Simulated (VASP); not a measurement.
Runs of VASP 6.6.1 on MnO. Symmetry: P6_3mc, No. 186, hexagonal system. Conventional cell: a = 3.372 Å, b = 3.372 Å, c = 5.385 Å, α = 90.00°, β = 90.00°, γ = 120.00°. Around Mn (site symmetry 3m) lie 4 O at 1.96 to 2.08 Å. Around O (site symmetry 3m) lie 4 Mn at 1.96 to 2.08 Å. Measurements of this composition are mostly on another form, of space group No. 225.

```csv
spin,U,fixed moment (μB),gap on the mesh (eV),pressure (GPa),moment (μB),largest force (eV/Å)
"collinear, random start",Mn d U = 2 eV,-,0.26,4.5,0.00,0.42
"collinear, ferromagnetic start",Mn d U = 2 eV,-,0.10,8.8,10.00,0.79
"collinear, antiferromagnetic start",Mn d U = 3 eV,-,(a),6.2,0.00,0.54
"collinear, ferromagnetic start",Mn d U = 3 eV,-,0.12,9.9,10.00,0.85
"collinear, zero start",Mn d U = 2 eV,-,none,-18.3,2.43,0.41
"collinear, antiferromagnetic start",Mn d U = 2 eV,-,0.26,4.5,0.00,0.42
"collinear, ferromagnetic start",Mn d U = 2 eV,3,-,-12.6,3.00,0.96
"collinear, zero start",Mn d U = 3 eV,-,none,(b),0.00,0.69
```

Alike in all rows: task single point; level PBE+U; potentials or basis VASP PAW PBE potentials, release 64 (Mn_pv, O); cell as given; k mesh 6 × 6 × 4; cutoff (eV) 520; smearing gaussian 0.05 eV.

Q: Estimate the missing entries.

A: (a) 0.46; (b) -21.7.

Caveats: the moment is held away from its start (some runs); the total moment is fixed, so each spin has its own Fermi level (some runs).

A k mesh can miss the band edges.

A gap of «none» marks a metal or a gap under the smearing width.
